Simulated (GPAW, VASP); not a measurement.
**W and the Hubbard U on W d, program beside program**

The structure is cubic, space group Im-3m (No. 229). The conventional cell has a = 3.165 Å, b = 3.165 Å, c = 3.165 Å, α = 90.00°, β = 90.00°, γ = 90.00°. Around W (site symmetry m-3m) lie 8 W at 2.74 Å.

Kept alike: task single point; functional LDA; k mesh 12 × 12 × 12; occupations fermi-dirac, width 0.05 eV; no spin polarisation. The mesh is that of the run's cell of 1 atom. No spin-orbit coupling.

- A: GPAW, the program's PAW data sets (release 1.2.1) made for this functional, cutoff 600 eV
- B: VASP, LDA PAW files W_sv, 520 eV

| Hubbard U on W d (eV) | A: pressure (GPa) | B: pressure (GPa) |
| --- | --- | --- |
| 3 | -5.35 | 1.35 |
| 4 | -3.15 | 4.42 |
| 5 | -0.67 | 7.68 |
| 6 | 2.73 | 11.12 |
| 8 | 9.79 | 18.25 |

U acts on projectors that differ between programs, so one value of U isn't one strength. Pressure is positive in compression; plane-wave values hold the error of the finite cutoff. For a metal such a mesh leaves the last digits unconverged.

Problem. How large is the effect of the Hubbard U on W d, and do the programs agree on it?

Solution. From 3 to 8 eV the pressure moves by +15.14 in A, +16.90 in B (GPa). Row by row the programs differ by 6.70 to 8.46, and over this span the shifts, as printed, agree within about 10 %.
